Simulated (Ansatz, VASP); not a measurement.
Two plane-wave programs on C

Contents of INCAR:

```
ALGO = Normal
EDIFF = 1E-6
ENCUT = 520
GGA = PE
ISIF = 2
ISMEAR = 0
IVDW = 12
LASPH = True
LCHARG = False
LREAL = False
LWAVE = False
NBANDS = 11
NELM = 100
PREC = Accurate
SIGMA = 0.05
```

The input KPOINTS:

```
k-points
0
Gamma
  15 15 15
```

File POSCAR:

```
C
1.0
    1.2324984681      0.7115833223      3.3613878357
   -1.2324984681      0.7115833223      3.3613878357
    0.0000000000     -1.4231666447      3.3613878357
C
2
Direct
    0.1760162971      0.1760162971      0.1760162971
    0.8239837029      0.8239837029      0.8239837029
```

Input for Ansatz:

```yaml
crystal:
  lattice:
    - [1.2324984681, 0.7115833223, 3.3613878357]
    - [-1.2324984681, 0.7115833223, 3.3613878357]
    - [0.0, -1.4231666447, 3.3613878357]
  atoms:
    - { symbol: C, position: [0.1760162971, 0.1760162971, 0.1760162971] }
    - { symbol: C, position: [0.8239837029, 0.8239837029, 0.8239837029] }
basis:
  ecutwfc: 520.0
kpoints:
  mp_grid: { grid: [15, 15, 15] }
hamiltonian:
  xc: pbe
  dispersion: d3bj
scf:
  occupations: { method: gaussian, width: 0.05 }
output:
  forces: true
  stress: true
  eigenvalues: true
```

Change from the starting cell: mode 4 frozen in at +0.095 Å and mode 6 at +0.000 Å (largest displacements).

Alike in both runs: task single point; functional PBE; dispersion D3(BJ); k mesh 15 × 15 × 15; occupations gaussian, width 0.05 eV; no spin polarisation.

|  | VASP | Ansatz |
| --- | --- | --- |
| version | VASP 6.6.1 | Ansatz 0.2.0 |
| potentials or method | VASP PAW PBE potentials, release 64 (C) | scalar-relativistic, plane waves, PAW |
| plane-wave cutoff (eV) | 520 | 520 |
| valence electrons in the cell | 8 | 8 |

Ansatz gave:

| Property | Result |
| --- | --- |
| gap on the k mesh at the Fermi level (eV) | 0.40 |
| least direct gap on the mesh (eV) | 0.40 |
| pressure (GPa) | -2.0 |
| largest component of the traceless stress (GPa) | 3.34 |
| rms of the force components (eV/Å) | 1.832 |

Q: What did VASP give for the same quantities?

A: gap on the k mesh at the Fermi level (eV): 0.40; least direct gap on the mesh (eV): 0.40; pressure (GPa): -1.5; largest component of the traceless stress (GPa): 3.84; rms of the force components (eV/Å): 1.825.

Atom by atom the forces differ by 0.007 eV/Å (rms over components).

Caveats: an odd mesh through Γ misses points on the zone boundary, where band edges often lie; forces of over 1 eV/Å show positions far from the minimum, so gaps and moduli don't describe the material at rest.
